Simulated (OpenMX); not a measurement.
CuO and the effect of the volume of the cell

Symmetry: C2/c, No. 15, monoclinic system. Conventional cell: a = 4.684 Å, b = 3.423 Å, c = 5.129 Å, α = 90.00°, β = 99.54°, γ = 90.00°. Cu (site symmetry -1) is surrounded by 4 O at 1.95 to 1.96 Å. Around O (site symmetry 2) lie 4 Cu at 1.95 to 1.96 Å.

Kept alike: task single point; functional PBE; k mesh 7 × 7 × 5; occupations fermi-dirac, width 0.05 eV; no spin polarisation. Program: OpenMX, OpenMX 2013 PBE set, Cu6.0H-s3p2d2, O6.0-s2p2d1, grid cutoff 500 Ry. The mesh is that of the run's cell of 4 atoms. No spin-orbit coupling.

| volume of cell, f (times the cell shown) | pressure (GPa) | free energy over the lowest row (meV/atom) |
| --- | --- | --- |
| 0.88 | 41.71 | 189.11 |
| 0.92 | ? | 102.17 |
| 0.96 | 17.37 | 45.29 |
| 1 | 8.72 | 12.76 |
| 1.04 | 1.71 | 0.00 |
| 1.08 | -4.12 | 6.15 |

Pressure is positive in compression. The cell shown is the unstrained one; x, y and z are its Cartesian axes; atoms keep their fractions. For a metal such a mesh leaves the last digits unconverged. The measured crystal is an antiferromagnetic insulator; a metallic or parallel state is the runs' own.

Q: Fit the rows shown and predict the run at 0.92 times the cell shown.

A: A least-squares parabola through the rows shown is pressure = 593.363 f² - 1390.72 f + 805.951 (largest miss 0.337); at f = 0.92 it gives 28.71 GPa. The run gave: pressure 28.28 GPa.
